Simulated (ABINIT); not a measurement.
# SiC (F-43m): G0W0 with ABINIT, start to end, part 3 of 3

Aim: the G0W0 gap of SiC (F-43m) on LDA, step by step.

ABINIT 10.8.3; LDA and many-body steps on it, plane waves. Known limits of the many-body steps: not at the basis limit.

So far. Step 4 (Empty states on the mesh, 6×6×6 mesh, 111 bands): On this mesh the gap is 1.327 eV. Step 5 (Screening, 6×6×6 mesh, 103 bands, screening to 244.9 eV): Local fields lower ε∞ by 8 %.

## (6) Self-energy, 6×6×6 mesh, 103 bands, screening to 244.9 eV

The self-energy is evaluated for the states that the input lists, and the levels follow from it, in one-shot runs by the linearised quasiparticle equation.

This step: G0W0 on LDA, plane waves, norm-conserving pseudopotentials.

Contents of run.abi:

```
acell 3*1.0 Angstrom
rprim 
  -0.000000000000 2.179000000000 2.179000000000
  2.179000000000 -0.000000000000 2.179000000000
  2.179000000000 2.179000000000 -0.000000000000
ntypat 2
znucl 14 6
natom 2
typat 1 2
xred 
  0.000000000000 0.000000000000 0.000000000000
  0.250000000000 0.250000000000 0.250000000000
pp_dirpath "pseudos"
pseudos "Si.upf, C.upf"
ecut 37
ngkpt 6 6 6
nshiftk 1
shiftk 0 0 0
kptopt 1
chksymbreak 0
istwfk *1
occopt 1
irdwfk 1
optdriver 4
nband 103
gwcalctyp 0
ecutsigx 37
symsigma 1
nkptgw 3
kptgw 
  0.0000000000 0.0000000000 0.0000000000
  0.5000000000 0.5000000000 0.0000000000
  0.5000000000 0.0000000000 0.0000000000
bdgw 
  2 8
  3 6
  3 7
ecuteps 9
irdscr 1
ppmodel 1
indata_prefix "in"
outdata_prefix "out"
tmpdata_prefix "tmp"
```

Command:

```console
> OMP_NUM_THREADS=1 mpirun -n 8 abinit run.abi > log
```

Numbers of over 12 decimals in the logs are rounded to 6 here.

What it wrote:

```text
.Version 10.8.3 of ABINIT. v10.8.2 released Aug 2026.

 Symmetries : space group F-4 3 m (#216); Bravais cF (face-center cubic)
[... echo of the input left out ...]
== DATASET  1 ==================================================================
-   mpi_nproc: 8, omp_nthreads: 1 (-1 if OMP is not activated)

--- !DatasetInfo
iteration_state: {dtset: 1, }
dimensions: {natom: 2, nkpt: 16, mband: 103, nsppol: 1, nspinor: 1, nspden: 1, mpw: 1524, }
cutoff_energies: {ecut:  37.0, pawecutdg:  -1.0, }
electrons: {nelect:   8.00000000E+00, charge:   0.00000000E+00, occopt:   1.00000000E+00, tsmear:   1.00000000E-02, }

 SIGMA: Calculation of the GW corrections

 Based on a program developped by R.W. Godby, V. Olevano, G. Onida, and L. Reining.
 Incorporated in ABINIT by V. Olevano, G.-M. Rignanese, and M. Torrent.
.Using double precision arithmetic ; gwpc =  8

[... cell and pseudopotentials left out ...]
--------------------------------------------------------------------------------

 ==== K-mesh for the wavefunctions ====
 Number of points in the irreducible wedge :    16
[... list of points left out ...]
 Together with 24 symmetry operations and time-reversal symmetry
 yields   216 points in the full Brillouin Zone.

 ==== Q-mesh for screening function ====
 Number of points in the irreducible wedge :    16
[... list of points left out ...]
 Together with 24 symmetry operations and time-reversal symmetry
 yields   216 points in the full Brillouin Zone.

 vcoul_init : cutoff-mode = AUXILIARY_FUNCTION
 q-points for optical limit:   1
     1)      0.000010    0.000020    0.000030
 setmesh: FFT mesh size selected  =    32x   32x   32
          total number of points  =        32768

 Number of electrons calculated from density =    8.0000; Expected =    8.0000
 average of density, n =  0.057292
 r_s =    1.6092
 omega_plasma =   23.0888 [eV]

 === KS Band Gaps ===
  >>>> For spin  1
   Minimum direct gap =   4.5260 [eV], located at k-point      :   0.5000  0.5000  0.0000
   Fundamental gap    =   1.3272 [eV], Top of valence bands at :   0.0000  0.0000  0.0000
                                       Bottom of conduction at :   0.5000  0.5000  0.0000
 SIGMA fundamental parameters:
 PLASMON POLE MODEL  1
 number of plane-waves for SigmaX                 1459
 number of plane-waves for SigmaC and W            169
 number of plane-waves for wavefunctions          1459
 number of bands                                   103
 number of independent spin polarizations            1
 number of spinorial components                      1
 number of k-points in IBZ                          16
 number of q-points in IBZ                          16
 number of symmetry operations                      24
 number of k-points in BZ                          216
 number of q-points in BZ                          216
 number of frequencies for dSigma/dE                 9
 frequency step for dSigma/dE [eV]                0.25
 number of omega for Sigma on real axis              0
 max omega for Sigma on real axis  [eV]           0.00
 zcut for avoiding poles [eV]                     0.10

 EPSILON^-1 parameters (SCR file):
 dimension of the eps^-1 matrix on file            169
 dimension of the eps^-1 matrix used               169
 number of plane-waves for wavefunctions          1459
 number of bands                                   103
 number of q-points in IBZ                          16
 number of frequencies                               2
 number of real frequencies                          1
 number of imag frequencies                          1

 matrix elements of self-energy operator (all in [eV])

 Perturbative Calculation

--- !SelfEnergy_ee
iteration_state: {dtset: 1, }
kpoint     : [   0.000,    0.000,    0.000, ]
spin       : 1
KS_gap     :    6.285
QP_gap     :    7.245
Delta_QP_KS:    0.960
data: !SigmaeeData |
     Band     E0 <VxcDFT>   SigX SigC(E0)      Z dSigC/dE  Sig(E)    E-E0       E
        2   7.107 -14.825 -17.542   1.899   0.791  -0.264 -15.472  -0.647   6.460
        3   7.107 -14.825 -17.542   1.899   0.791  -0.264 -15.472  -0.647   6.460
        4   7.107 -14.825 -17.542   1.899   0.791  -0.264 -15.472  -0.647   6.460
        5  13.392 -13.266  -7.555  -5.314   0.788  -0.270 -12.953   0.313  13.705
        6  14.309 -11.391  -5.848  -5.136   0.804  -0.243 -11.064   0.327  14.637
        7  14.309 -11.391  -5.848  -5.136   0.804  -0.243 -11.064   0.327  14.637
        8  14.309 -11.391  -5.848  -5.136   0.804  -0.243 -11.064   0.327  14.637

--- !SelfEnergy_ee
iteration_state: {dtset: 1, }
kpoint     : [   0.500,    0.500,    0.000, ]
spin       : 1
KS_gap     :    4.526
QP_gap     :    5.686
Delta_QP_KS:    1.160
data: !SigmaeeData |
     Band     E0 <VxcDFT>   SigX SigC(E0)      Z dSigC/dE  Sig(E)    E-E0       E
        3   3.908 -13.522 -17.411   2.734   0.781  -0.280 -14.424  -0.902   3.005
        4   3.908 -13.522 -17.411   2.734   0.781  -0.280 -14.424  -0.902   3.005
        5   8.434 -10.689  -6.404  -3.969   0.819  -0.221 -10.431   0.258   8.692
        6  11.307 -10.929  -5.981  -4.429   0.821  -0.218 -10.503   0.426  11.733

--- !SelfEnergy_ee
iteration_state: {dtset: 1, }
kpoint     : [   0.500,    0.000,    0.000, ]
spin       : 1
KS_gap     :    6.446
QP_gap     :    7.544
Delta_QP_KS:    1.099
data: !SigmaeeData |
     Band     E0 <VxcDFT>   SigX SigC(E0)      Z dSigC/dE  Sig(E)    E-E0       E
        3   6.048 -14.410 -17.552   2.181   0.788  -0.269 -15.167  -0.757   5.291
        4   6.048 -14.410 -17.552   2.181   0.788  -0.269 -15.167  -0.757   5.291
        5  12.493 -12.249  -6.953  -4.871   0.804  -0.244 -11.907   0.342  12.835
        6  14.259 -11.096  -5.446  -5.107   0.809  -0.237 -10.657   0.438  14.697
        7  14.259 -11.096  -5.446  -5.107   0.809  -0.237 -10.657   0.438  14.697

== END DATASET(S) ==============================================================
================================================================================

 -outvars: echo values of variables after computation  --------
           etotal      0.0000000000E+00
            nband         103
             nkpt          16
          spgroup         216
 [... the other variables as echoed above ...]

 Calculation completed.
```

Run time: 8.1 s. Hardware: 8 MPI ranks of Arm Neoverse V2, shared host; peak memory 1.3 GiB; 64 s of CPU time.

Numbers from this step:

```
G0W0 gap on the points computed              : 2.232 eV
starting gap on the mesh                     : 1.327 eV
k of the valence top                         : 0, 0, 0
k of the conduction bottom                   : 0.5, 0.5, 0
Z at the valence top                         : 0.791
Z at the conduction bottom                   : 0.819
least direct G0W0 gap on the computed points : 5.687 eV
```

The gap on the mesh goes from 1.33 eV to 2.23 eV, a correction of +0.90 eV.

Limits: finite bands, cutoff and mesh. v1 is the top filled band, c1 the lowest empty one. The levels before and after the correction (eV, zero at the valence-band top of each column):

|  | conduction bottom | valence top |
| --- | --- | --- |
| Kohn-Sham | 1.33 | 0.00 |
| G0W0 | 2.23 | 0.00 |

|  | level | energy (eV) |
| --- | --- | --- |
| Kohn-Sham | Γ v3-v1 | 0.000 |
| Kohn-Sham | Γ c1 | 6.285 |
| Kohn-Sham | Γ c2-c4 | 7.203 |
| Kohn-Sham | (0.5 0.5 0) v2-v1 | -3.199 |
| Kohn-Sham | (0.5 0.5 0) c1 | 1.327 |
| Kohn-Sham | (0.5 0.5 0) c2 | 4.200 |
| G0W0 | Γ v3-v1 | 0.000 |
| G0W0 | Γ c1 | 7.245 |
| G0W0 | Γ c2-c4 | 8.177 |
| G0W0 | (0.5 0.5 0) v2-v1 | -3.455 |
| G0W0 | (0.5 0.5 0) c1 | 2.232 |
| G0W0 | (0.5 0.5 0) c2 | 5.273 |

## (7) Where the time went

Times are wall times on 8 MPI ranks of Arm Neoverse V2, shared host, good to a factor of about two.

| step | time | share | memory (GiB) |
| --- | --- | --- | --- |
| ground state | 2.4 s | 6 % | 0.07 |
| bands along the symmetry lines | 2.5 s | 6 % | 0.07 |
| empty states on the mesh | 7.2 s | 19 % | 1.5 |
| screening | 19 s | 48 % | 1.1 |
| self-energy | 8.1 s | 21 % | 1.3 |

## (8) Outcome

| Property | Result |
| --- | --- |
| LDA gap | 1.33 eV, indirect |
| G0W0 gap on the mesh | 2.23 eV |
| GW settings | 6×6×6 mesh, 103 bands, screening to 244.9 eV, Godby-Needs plasmon pole |
| known limits | not at the basis limit |

What this shows: G0W0 moves the gap on the mesh from 1.33 eV to 2.23 eV (+0.90 eV), with Z of 0.79 and 0.82 at the edges. Local fields lower the RPA ε∞ on this mesh from 7.86 to 7.19. Only 3 of the mesh's irreducible points were corrected, so a valley elsewhere could overtake. The dearest step here is «screening». Against experiment, by G0W0@LDA: the gap of 2.23 eV lies −0.16 eV from the measured 2.39 eV (kind not stated, quoted 2020); the gap of 2.23 eV lies −0.17 eV from the measured 2.4 eV (indirect, 2018). The calculation has static nuclei and no excitons; a measured gap holds zero-point and thermal motion, which mostly lowers it. Bands and cutoff are finite, so the gap is not at the basis limit. The miss can reach some tenths of an eV and take either sign; the mesh is an error of its own. In the G0W0 run levels were corrected at 3 k points alone, so a gap called «on the mesh» is the least over those, and an edge elsewhere would be missed.

[Paths, hosts, dates, memory and timing lines, banners, echoed tables and standing remarks are left out of the program output.]

[Logs are printed without paths, hosts, clocks, repeated set-up lines and the standing remarks that a program may print on its own settings, such as how far it seeks lower states.]

[Runs of the session that timed out or met a known fault of the program may be left out.]

[Hosts, paths, dates, database ids (printed as entryN), source tags and the programs' standing remarks are cut or masked in the printed files.]

[G0W0 gaps are taken among the corrected bands and points alone; a level outside them can change the order at an edge.]

[Where Ansatz stands beside ABINIT at settings called matched, ABINIT's density can come from a denser mesh and the files from another edition; pairs whose starting gaps differed by over 0.03 eV were left out, so agreement reads better than it is.]
